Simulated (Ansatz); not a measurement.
# HfO2: the cost of one run

Computed with Ansatz 0.2.0 (DFT PBE, scalar-relativistic, plane waves, PAW, unless a step's input says otherwise).

### 1 The starting structure

It takes space group P2_12_12 (No. 18, orthorhombic). The conventional cell has a = 5.080 Å, b = 5.165 Å, c = 4.891 Å, α = 90.00°, β = 90.00°, γ = 90.00°. Around Hf (site symmetry 1) lie 7 O at 1.99 to 2.25 Å. O (site symmetry 2) is surrounded by 4 Hf at 2.16 to 2.18 Å. O (site symmetry 2) is surrounded by 4 Hf at 2.13 to 2.15 Å. Around O (site symmetry 1) lie 3 Hf at 1.99 to 2.25 Å.

As a file:

```
CELL_PARAMETERS angstrom
-5.08032 5.16487 4.89088
5.08032 -5.16487 4.89088
5.08032 5.16487 -4.89088
ATOMIC_POSITIONS crystal
Hf 0.00487 0.00267 0.27960
Hf 0.50487 0.50267 0.27960
Hf 0.50487 0.00267 0.77960
Hf 0.00487 0.50267 0.77960
Hf 0.74513 0.02474 0.49780
Hf 0.24513 0.52474 0.49780
Hf 0.24513 0.02474 0.99781
Hf 0.74513 0.52474 0.99781
Hf 0.72307 0.22526 0.22040
Hf 0.22307 0.72526 0.22040
Hf 0.22307 0.22526 0.72040
Hf 0.72307 0.72526 0.72040
Hf 0.02693 0.24733 0.00219
Hf 0.52693 0.74733 0.00219
Hf 0.52693 0.24733 0.50219
Hf 0.02693 0.74733 0.50219
O 0.96219 0.46219 0.00000
O 0.46219 0.96219 0.00000
O 0.46219 0.46219 0.50000
O 0.96219 0.96219 0.50000
O 0.28781 0.28781 0.00000
O 0.78781 0.78781 0.00000
O 0.78781 0.28781 0.50000
O 0.28781 0.78781 0.50000
O 0.75547 0.00547 0.25000
O 0.25547 0.50547 0.25000
O 0.25547 0.00547 0.75000
O 0.75547 0.50547 0.75000
O 0.49453 0.24453 0.25000
O 0.99453 0.74453 0.25000
O 0.99453 0.24453 0.75000
O 0.49453 0.74453 0.75000
O 0.27956 0.10433 0.48842
O 0.77956 0.60433 0.48842
O 0.77956 0.10433 0.98842
O 0.27956 0.60433 0.98842
O 0.97044 0.45886 0.32477
O 0.47044 0.95886 0.32477
O 0.47044 0.45886 0.82477
O 0.97044 0.95886 0.82477
O 0.61591 0.29114 0.01158
O 0.11591 0.79114 0.01158
O 0.11591 0.29114 0.51158
O 0.61591 0.79114 0.51158
O 0.13409 0.14567 0.17523
O 0.63409 0.64567 0.17523
O 0.63409 0.14567 0.67523
O 0.13409 0.64567 0.67523
```

The runs take a perfect supercell of 48 atoms; the defect goes to fractional position (0.750, 0.000, 0.750).

### 2 The perfect supercell

Input file input.yaml:

```yaml
crystal:
  lattice:
    - [-5.080319, 5.164867, 4.890884]
    - [5.080319, -5.164867, 4.890884]
    - [5.080319, 5.164867, -4.890884]
  atoms:
    - { symbol: Hf, position: [0.004866, 0.002671, 0.279604] }
    - { symbol: Hf, position: [0.504866, 0.502671, 0.279604] }
    - { symbol: Hf, position: [0.504866, 0.002671, 0.779604] }
    - { symbol: Hf, position: [0.004866, 0.502671, 0.779604] }
    - { symbol: Hf, position: [0.745134, 0.024739, 0.497805] }
    - { symbol: Hf, position: [0.245134, 0.524739, 0.497805] }
    - { symbol: Hf, position: [0.245134, 0.024739, 0.997805] }
    - { symbol: Hf, position: [0.745134, 0.524739, 0.997805] }
    - { symbol: Hf, position: [0.723066, 0.225261, 0.220396] }
    - { symbol: Hf, position: [0.223066, 0.725261, 0.220396] }
    - { symbol: Hf, position: [0.223066, 0.225261, 0.720396] }
    - { symbol: Hf, position: [0.723066, 0.725261, 0.720396] }
    - { symbol: Hf, position: [0.026934, 0.247329, 0.002195] }
    - { symbol: Hf, position: [0.526934, 0.747329, 0.002195] }
    - { symbol: Hf, position: [0.526934, 0.247329, 0.502195] }
    - { symbol: Hf, position: [0.026934, 0.747329, 0.502195] }
    - { symbol: O, position: [0.962188, 0.462188, 0.0] }
    - { symbol: O, position: [0.462188, 0.962188, 0.0] }
    - { symbol: O, position: [0.462188, 0.462188, 0.5] }
    - { symbol: O, position: [0.962188, 0.962188, 0.5] }
    - { symbol: O, position: [0.287812, 0.287812, 0.0] }
    - { symbol: O, position: [0.787812, 0.787812, 0.0] }
    - { symbol: O, position: [0.787812, 0.287812, 0.5] }
    - { symbol: O, position: [0.287812, 0.787812, 0.5] }
    - { symbol: O, position: [0.755473, 0.005473, 0.25] }
    - { symbol: O, position: [0.255473, 0.505473, 0.25] }
    - { symbol: O, position: [0.255473, 0.005473, 0.75] }
    - { symbol: O, position: [0.755473, 0.505473, 0.75] }
    - { symbol: O, position: [0.494527, 0.244527, 0.25] }
    - { symbol: O, position: [0.994527, 0.744527, 0.25] }
    - { symbol: O, position: [0.994527, 0.244527, 0.75] }
    - { symbol: O, position: [0.494527, 0.744527, 0.75] }
    - { symbol: O, position: [0.279557, 0.104325, 0.488417] }
    - { symbol: O, position: [0.779557, 0.604325, 0.488417] }
    - { symbol: O, position: [0.779557, 0.104325, 0.988417] }
    - { symbol: O, position: [0.279557, 0.604325, 0.988417] }
    - { symbol: O, position: [0.970443, 0.45886, 0.324768] }
    - { symbol: O, position: [0.470443, 0.95886, 0.324768] }
    - { symbol: O, position: [0.470443, 0.45886, 0.824768] }
    - { symbol: O, position: [0.970443, 0.95886, 0.824768] }
    - { symbol: O, position: [0.615908, 0.29114, 0.011583] }
    - { symbol: O, position: [0.115908, 0.79114, 0.011583] }
    - { symbol: O, position: [0.115908, 0.29114, 0.511583] }
    - { symbol: O, position: [0.615908, 0.79114, 0.511583] }
    - { symbol: O, position: [0.134092, 0.145675, 0.175232] }
    - { symbol: O, position: [0.634092, 0.645675, 0.175232] }
    - { symbol: O, position: [0.634092, 0.145675, 0.675232] }
    - { symbol: O, position: [0.134092, 0.645675, 0.675232] }
basis:
  ecutwfc: 420
  fft_grid_basis: typed
kpoints:
  mp_grid: { grid: [2, 2, 2] }
hamiltonian:
  xc: pbe
  pseudopotentials: { kind: paw }
scf:
  occupations: { method: gaussian, width: 0.05 }
output:
  forces: true
  stress: false
  eigenvalues: true
  bader: false
  write_density: true
  volumetric_format: npy
```

The run is started by

```console
$ ansatz run input.yaml --threads 4 --pin off --max-ram 10240MiB --backend cpu --events-out ev --progress --plain --runs-dir out
```

**Question.** How long does this run take on 4 threads of Arm Neoverse V2, shared host, and how much memory does it need?

About 20 s, with a peak of 3.6 GiB.
